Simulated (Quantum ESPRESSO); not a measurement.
BN under changes of volume

One of the cells (8.967 Å³/atom); the others are scaled copies at fixed shape and fractional positions:

```
N B
1.0
     2.49824    0.00000    0.00000
    -1.24912    2.16354    0.00000
     0.00000    0.00000    6.63570
N B
2 2
Direct
  0.66667 0.33333 0.25000
  0.33333 0.66667 0.75000
  0.66667 0.33333 0.75000
  0.33333 0.66667 0.25000
```

* Program: Quantum ESPRESSO 7.5
* Functional: LDA
* Potentials or basis: GBRV 1.5 LDA
* Cutoff: 612 eV
* Density cutoff: 4898 eV
* k mesh: 12 × 12 × 4
* Occupations: fermi-dirac, width 0.05 eV
* Spin: no spin polarisation

```csv
volume (Å³/atom),energy over the lowest point (meV/atom),pressure (GPa),gap on the mesh (eV)
8.429,20.39,14.8,4.15
8.608,?,?,?
8.787,0.62,3.0,4.11
8.967,0.00,-2.1,4.09
9.146,4.84,-6.7,4.07
9.325,14.67,-11.0,4.05
9.505,29.06,-14.9,4.03
```

Task: What does the run at 8.608 Å³/atom give?

Result: Energy over the lowest point 7.22 meV/atom; pressure 8.6 GPa; gap on the mesh 4.13 eV.

Worked out: A Birch-Murnaghan fit of order 3 (a polynomial in V^(-2/3)) to the other rows has its minimum at 8.90 Å³/atom with B0 = V·E''(V) = 251 GPa and B' = 3.7 at fixed shape and positions, which overstates the stiffness. It gives 7.22 meV/atom at 8.608 Å³/atom, against the run's 7.22, and -dE/dV = 8.8 GPa, against 8.6. A straight line through the other rows of the gap, of slope -0.999 eV per unit of ln V, gives 4.13 eV, against the run's 4.13.

Energies are extrapolated to zero smearing.

A mesh can miss the band edges.
